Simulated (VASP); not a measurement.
CdO2, 3 atoms in the cell. The structure is hexagonal, space group P6/mmm (No. 191). The conventional cell has a = 3.446 Å, b = 3.446 Å, c = 3.721 Å, α = 90.00°, β = 90.00°, γ = 120.00°. Cd (site symmetry 6/mmm) is surrounded by 12 O at 2.72 Å. Around O (site symmetry -6m2) lie 3 O at 1.99 Å. The cell was built by a generator and needn't be a form met in nature.

| Item | Value |
| --- | --- |
| Program | VASP 6.6.1 |
| Task | single point |
| Functional | r2SCAN |
| Potentials or basis | VASP PAW PBE potentials, release 64 (Cd, O) |
| Cutoff | 520 eV |
| k mesh | 6 × 6 × 6 |
| Occupations | gaussian, width 0.1 eV |
| Spin | no spin polarisation |
| Dipole correction | no |
| Further INCAR settings | ALGO = Normal; EDIFF = 1e-06; NBANDS = 19 |

Potentials or basis: VASP PAW PBE potentials, release 64 (Cd, O).

Launch:

```console
$ cat potpaw_PBE.64/Cd/POTCAR potpaw_PBE.64/O/POTCAR > POTCAR
$ cp INCAR.step1 INCAR
$ mpirun -np 1 vasp_std > vasp.out
$ cp INCAR.step2 INCAR
$ mpirun -np 1 vasp_std > vasp.out
```

Hardware: 1 thread of Intel(R) Xeon(R) 6975P-C (Granite Rapids), with other jobs on the host.

Question: Estimate the wall time of this run.

Answer: It took 35 s on 1 thread of Intel(R) Xeon(R) 6975P-C (Granite Rapids) (shared host), peak memory 0.17 GiB. Counts: scf iterations 10, k points 28.
